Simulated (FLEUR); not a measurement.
**C: equation of state with PBEsol**

**The experiment to reproduce.**

From “Equation of state of cubic boron nitride at high pressures and temperatures”, 2007, arxiv:cond-mat/0702656, for a bulk crystal of C: bulk modulus 444.8 ± 0.8 GPa.

The system is C.

```
CELL_PARAMETERS angstrom
0.00000 1.78337 1.78337
1.78337 0.00000 1.78337
1.78337 1.78337 0.00000
ATOMIC_POSITIONS crystal
C 0.75000 0.75000 0.75000
C 0.50000 0.50000 0.50000
```

This isn't the form of C at room conditions, which is graphite.

```json
{
 "Program": "FLEUR MaX-R8.1 (later development tree)",
 "Task": "equation of state",
 "Functional": "PBEsol",
 "Potentials or basis": "all-electron",
 "Basis": "FLAPW",
 "Kmax": "5.5 1/bohr",
 "k mesh": "13 × 13 × 13",
 "Occupations": "fermi-dirac, width 0.05 eV",
 "Spin": "no spin polarisation"
}
```

| Quantity | Value |
| --- | --- |
| Equilibrium volume | 5.61 Å³/atom |
| Bulk modulus | 450 GPa |
| Pressure derivative of the bulk modulus | 3.7 (rough: it moves with the points fitted) |

Energy against volume, from the lowest point:
```tsv
volume (Å³/atom)	energy (meV/atom)
5.332	20.41
5.445	6.40
5.672	0.00
5.899	18.15
6.012	35.13
```

A measured bulk modulus of C is 444.8 GPa (quoted in “Equation of state of cubic boron nitride at high pressures and temperatures”, 2007, arxiv:cond-mat/0702656); the calculated 450 GPa misses it by +1.2 %. 3 values of this kind are on record (442 to 444.8 GPa); this one was drawn at random among those near their median, those with a stated uncertainty first. The fit is for a static lattice scaled at fixed shape and fixed fractional positions. The cell as given is a measured one (5.67 Å³/atom); PBEsol puts the equilibrium volume -1.1 % from it, thermal expansion not counted.
